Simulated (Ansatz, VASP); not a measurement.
## Au: VASP beside Ansatz

```
CELL_PARAMETERS angstrom
2.93816 0.00000 0.00000
-1.46908 2.54452 0.00000
0.00000 0.00000 4.94422
ATOMIC_POSITIONS crystal
Au 0.66667 0.33333 0.25000
Au 0.33333 0.66667 0.75000
```

Change from the starting cell: volume scaled by 1.04.

Alike in both runs: task single point; functional PBEsol; k mesh 11 × 11 × 6; occupations fermi-dirac, width 0.05 eV; no spin polarisation.

|  | VASP | Ansatz |
| --- | --- | --- |
| version | VASP 6.6.1 | Ansatz 0.2.0 |
| potentials or method | VASP PAW PBE potentials, release 64 (Au) | Ansatz PAW |
| plane-wave cutoff (eV) | 520 | 420 |
| valence electrons in the cell | 22 | 38 |

VASP gave:

* gap on the k mesh at the Fermi level (eV): none
* pressure (GPa): -11.3
* largest component of the traceless stress (GPa): 0.05

Q: What did Ansatz give for the same quantities?

A: gap on the k mesh at the Fermi level (eV): none; pressure (GPa): -11.1; largest component of the traceless stress (GPa): 0.05.

A gap of «none» marks a metal or a gap that the smearing closes. The two sets of potentials don't hold the same shells in valence.

Caveats: the PAW data sets were made with another functional, which shifts forces and pressure a little (VASP); the PAW data sets come from PBE, with cores solved anew for the run's functional, which leaves a small shift of forces and pressure (Ansatz). Spin-orbit coupling is left out, which matters for the levels of Au.
